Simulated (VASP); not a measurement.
Here is a VASP 6.6.1 calculation.

File INCAR:

```
SYSTEM = MoS2
PREC = Accurate
ENCUT = 520
EDIFF = 1E-6
ISMEAR = 0
SIGMA = 0.03
LREAL = .FALSE.
LASPH = .TRUE.
NELM = 80
ALGO = Normal
ISIF = 2
LWAVE = .FALSE.
LCHARG = .FALSE.
LMAXMIX = 4
GGA = PE
NBANDS = 35
KPAR = 4
```

File KPOINTS:

```
regular mesh
0
G
  6 6 2
  0 0 0
```

Contents of POSCAR:

```
MoS2                                    
1.0
    3.1487811861      0.0000000000      0.0000000000
   -1.5743905931      2.7269244981      0.0000000000
    0.0000000000      0.0000000000     12.0885171661
  Mo              S             
     2     4
Direct
     0.3333333332999970    0.6666666667000030    0.2500000000000000
     0.6666666667000030    0.3333333332999970    0.7500000000000000
     0.3333333332999970    0.6666666667000030    0.6205253140717275
     0.6666666667000030    0.3333333332999970    0.1205253140717275
     0.3333333332999970    0.6666666667000030    0.8794746859282725
     0.6666666667000030    0.3333333332999970    0.3794746859282725
```

Contents of KPOINTS_OPT:

```
explicit points
6
Reciprocal
 0.0000000000  0.0000000000  0.0000000000 1
 0.0000000000  0.0000000000  0.5000000000 1
 0.3333333333  0.3333333333  0.5000000000 1
 0.3333333333  0.3333333333  0.0000000000 1
 0.5000000000  0.0000000000  0.5000000000 1
 0.5000000000  0.0000000000  0.0000000000 1
```

Potentials or basis: VASP PAW PBE potentials, release 64 (Mo_sv, S).

The run is started by

```console
$ cat potpaw_PBE.64/Mo_sv/POTCAR potpaw_PBE.64/S/POTCAR > POTCAR
$ mpirun -np 4 vasp_std > vasp.out
```

**Question.** Predict the band gap along the path.

**Answer.** 1.07 eV, indirect (least direct gap 1.70 eV).

**Question.** Predict the band gap on the k mesh.

**Answer.** 0.80 eV, indirect (least direct gap 1.70 eV).

**What was measured.**

From “Multiwavelength excitation Raman Scattering Analysis of bulk and 2 dimensional MoS2: Vibrational properties of atomically thin MoS2 layers”, 2015, arxiv:1506.03228, for a bulk crystal of MoS2 at 300 K: band gap 1.3 eV (indirect).

A measured gap of MoS2 is 1.3 eV (indirect; 300 K; “Multiwavelength excitation Raman Scattering Analysis of bulk and 2 dimensional MoS2: Vibrational properties of atomically thin MoS2 layers”, 2015, arxiv:1506.03228); the calculated 0.80 eV misses it by -0.50 eV. Spin-orbit coupling on Mo is left out. The value is that of PBE on a finite k mesh, which can miss the band edges, without temperature or zero-point motion. Semilocal functionals fall short of measured gaps as a rule.
